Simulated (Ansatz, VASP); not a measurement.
## Pd: VASP beside Ansatz

INCAR

```
SYSTEM = Pd
  PREC = Accurate
  ENCUT = 520
  EDIFF = 1E-6
  ISMEAR = -1
  SIGMA = 0.05
  LREAL = .False.
  LASPH = .True.
  NELM = 150
  ALGO = Normal
  ISIF = 2
  LWAVE = .False.
  LCHARG = .True.
  ISPIN = 2
  MAGMOM = 0.349 0.349
  LORBIT = 11
  LMAXMIX = 4
  GGA = RE
  LELF = .True.
  LVHAR = .True.
  NBANDS = 21
```

The input KPOINTS:

```
regular mesh
0
Gamma
  15 15 8
  0 0 0
```

Contents of POSCAR:

```
Pd
1.0
    2.6699599151      0.0000000000      0.0000000000
   -1.3349799575      2.3122531135      0.0000000000
    0.0000000000      0.0000000000      4.4837822790
Pd
2
Direct
    0.3333333333      0.6666666667      0.2500000000
    0.6666666667      0.3333333333      0.7500000000
```

Input for Ansatz:

```yaml
crystal:
  lattice:
    - [2.6699599151, 0.0, 0.0]
    - [-1.3349799575, 2.3122531135, 0.0]
    - [0.0, 0.0, 4.483782279]
  atoms:
    - { symbol: Pd, position: [0.3333333333, 0.6666666667, 0.25], spin: 0.349 }
    - { symbol: Pd, position: [0.6666666667, 0.3333333333, 0.75], spin: 0.349 }
hamiltonian:
  xc: revpbe
  pseudopotentials:
    kind: paw
    azcp:
      Pd: "pseudopotentials/Pd.paw.azcp"
basis:
  ecutwfc: 420
  fft_grid_basis: typed
kpoints:
  mp_grid: { grid: [15, 15, 8], shift: [0, 0, 0] }
magnetization:
  spin_polarized: true
scf:
  occupations: { method: fermi_dirac, width: 0.05 }
  lower_state_search: "off"
output:
  stress: true
```

Alike in both runs: task single point; functional revPBE; k mesh 15 × 15 × 8; occupations fermi-dirac, width 0.05 eV; collinear spin.

```csv
,VASP,Ansatz
version,VASP 6.6.1,Ansatz 0.2.0
potentials or method,"VASP PAW PBE potentials, release 64 (Pd)","plane waves (420 eV) with PAW, scalar-relativistic"
plane-wave cutoff (eV),520,420
valence electrons in the cell,20,36
```

|  | VASP | Ansatz | Ansatz less VASP |
| --- | --- | --- | --- |
| pressure (GPa) | 27.0 | 27.4 | +0.40 |
| largest component of the traceless stress (GPa) | 0.94 | 0.87 | -0.074 |
| net moment per atom (μB) | 0.11 | 0.08 | -0.022 |
| size of the moment on the site where the two differ most (μB) | 0.10 | 0.09 | -0.018 |

Site moments also hang on the region over which each program counts them. The functional is the same, so the differences come from potentials, cutoffs and numerics. The two sets of potentials don't hold the same shells in valence.

Caveats: so large a pressure means that the cell lies far from this level's equilibrium, or that cutoff or potentials fall short (VASP); the potentials were made for another functional, which shifts forces and pressure (VASP).
